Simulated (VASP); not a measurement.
Runs of VASP 6.6.1 on C. Symmetry: Fd-3m, No. 227, cubic system. The conventional cell has a = 3.567 Å, b = 3.567 Å, c = 3.567 Å, α = 90.00°, β = 90.00°, γ = 90.00°. Around C (site symmetry -43m) lie 4 C at 1.54 Å. This isn't the form of C at room conditions, which is graphite.

```csv
task,level,potentials or basis,cell,k mesh,smearing,grid for exact exchange (PRECFOCK),screening parameter,mesh quality,gap on the mesh (eV),pressure (GPa)
single point,PBE,"VASP PAW PBE potentials, release 64 (C)",as given,13 × 13 × 13,gaussian 0.023 eV,-,-,not flagged,4.14,2.5
density of states,PW91,"VASP PAW PBE potentials, release 64 (C)",cell strained at random at fixed volume,13 × 13 × 13,tetrahedron,-,-,not flagged,3.80,3.5
single point,PBEsol,"VASP PAW PBE potentials, release 54 (C)",as given,13 × 13 × 13,gaussian 0.05 eV,-,-,not flagged,(a),-3.8
band structure,HSE06,"VASP PAW PBE potentials, release 64 (C)",as given,7 × 7 × 7,fermi-dirac 0.05 eV,Fast,0.2 1/A,coarse,5.42,(b)
```

Alike in all rows: no spin polarisation; cutoff (eV) 520.

Question: Fill in the values left out.

Answer: (a) 4.01; (b) -7.3.

Caveats: some runs use coarse meshes; an odd mesh through Γ misses points on the zone boundary, where band edges often lie (some runs); the PAW data sets were made with another functional, which shifts forces and pressure a little (some runs); the mesh misses the band edges, which the band path finds closer together (some runs).
